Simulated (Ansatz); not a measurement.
A series in volume per atom on V

All results are calculated (Ansatz 0.2.0). Periodic Kohn-Sham DFT of a crystal at fixed atoms; pressure and stress are positive in compression; the energy is the free energy less that of spherical unpolarised free atoms; site moments are those in the method's own spheres, positive along +z.

Cell of the first row (space group Im-3m, No. 229):
```
CELL_PARAMETERS angstrom
-1.48210 1.48210 1.48210
1.48210 -1.48210 1.48210
1.48210 1.48210 -1.48210
ATOMIC_POSITIONS crystal
V 0.00000 0.00000 0.00000
```

Settings of every row: method frozen-core PAW; functional PBE; relativity scalar; k mesh 19x19x19; filling fermi-dirac; smearing width 0.03 eV; wave cutoff 420 eV; paw set soft_2.

Atom:
| element | start moment (bohr magneton) |
| --- | --- |
| V | 1.5 |

| row | volume per atom (Å³) | pressure (GPa) |
| --- | --- | --- |
| 1 | 13.023 | 6.212 |
| 2 | 13.3 | 2.053 |
| 3 | 13.577 | -1.707 |
| 4 | 13.716 | -3.45 |
| 5 | 13.854 | -5.111 |
| 6 | 13.993 | -6.69 |
| 7 | 14.131 | ? |
| 8 | 14.408 | -10.988 |
| 9 | 14.685 | -13.517 |

Cell moment is 0 bohr magneton in every row.

Question: what pressure should row 7 give?

Worked fit of pressure. Take u = (V_r/V)^(2/3) − 1 with V_r = 13.785 Å³ an atom, which is twice the finite (Eulerian) strain; such expansions in the strain, on which the Birch-Murnaghan equation of state is built, carry the rest volume and the bulk modulus. The shown rows have u = 0.03864, 0.02417, 0.01019, 0.00335, -0.00332, -0.00993, -0.02904, -0.04129. Least squares give pressure = −4.2922 + 247.681 × u + 606.5 × u² + 474 × u³ GPa; a parabola predicts inner rows, each left out in turn, worse (root mean square 0.0083 against 0.005 GPa). The rows lie off it by 0.001, -0.002, -0.002, 0.006, -0.003, 0.002, -0.003, 0.001 (root mean square 0.0029 GPa). The pressure vanishes at u = 0.0166, or V = 13.45 Å³ an atom, and there the bulk modulus at fixed shape and fractions is B = −V dP/dV = (2/3)(1 + u) dP/du = 182 GPa. The withheld row has u = -0.01639, so the fit gives −4.2922 + 247.681 × (-0.01639) + 606.5 × (-0.01639)² + 474 × (-0.01639)³ = -8.191 GPa.

The calculation gave -8.194 GPa. The fit lies 0.003 GPa (0.015 % of the column's range) above it; its largest miss of a shown row is 0.006 GPa.
